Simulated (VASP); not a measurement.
Runs of VASP 6.6.1 on C. The cell holds a slab with vacuum, 4 atoms: a = 2.456 Å, b = 2.456 Å, c = 24.134 Å, α = 90.00°, β = 90.00°, γ = 120.00°. The slab is cut from a database's or a generator's crystal, which needn't be the stable form of the element.

```csv
task,level,potentials or basis,cell,k mesh,cutoff (eV),smearing,ladder,mesh quality,gap on the mesh (eV),V0 of scaled cells (Å³/atom),B0 (GPa),largest force (eV/Å)
single point,PBE,"VASP PAW PBE potentials, release 64 (C)","P-3m1, 31.52 Å³/atom",12 × 12 × 2,520,fermi-dirac 0.05 eV,-,not flagged,none,-,-,0.05
core levels,PBE,"VASP PAW PBE potentials, release 64 (C)","P-3m1, 31.52 Å³/atom",12 × 12 × 2,520,gaussian 0.02 eV,-,not flagged,none,-,-,0.05
single point,PBE,"VASP PAW PBE potentials, release 64 (C)","atoms moved at random, drawn with an rms of 0.05 Å",12 × 12 × 2,520,fermi-dirac 0.05 eV,-,not flagged,0.61,-,-,4.56
equation of state,PBE,"VASP PAW PBE potentials, release 64 (C)","P-3m1, 31.52 Å³/atom",12 × 12 × 2,520,fermi-dirac 0.05 eV,-,not flagged,-,(b),(a),-
relaxation of cell and atoms,LDA,"VASP PAW LDA potentials, release 64 (C)",relaxed,10 × 10 × 2,600,fermi-dirac 0.05 eV,gaps,not flagged,1.62,-,-,-
electron localisation function,PBE,"VASP PAW PBE potentials, release 64 (C)","P-3m1, 31.52 Å³/atom",12 × 12 × 2,520,gaussian 0.02 eV,-,not flagged,none,-,-,0.05
equation of state,LDA,"VASP PAW LDA potentials, release 64 (C)","P-3m1, 22.65 Å³/atom",10 × 10 × 2,520,fermi-dirac 0.05 eV,gaps,not flagged,-,22.70,110,-
```

Alike in all rows: no spin polarisation.

Problem. Fill in the values left out.

Solution. (a) 76; (b) 32.03.

Caveats: the cell was scaled at fixed shape and fractional positions, which overstates the stiffness of a crystal with free parameters, most of all of layers and chains (some runs); the volume moved by over 15 % at a fixed basis, so the end points are rough (some runs).

A k mesh can miss the band edges.

A gap of «none» marks a metal or a gap under the smearing width.
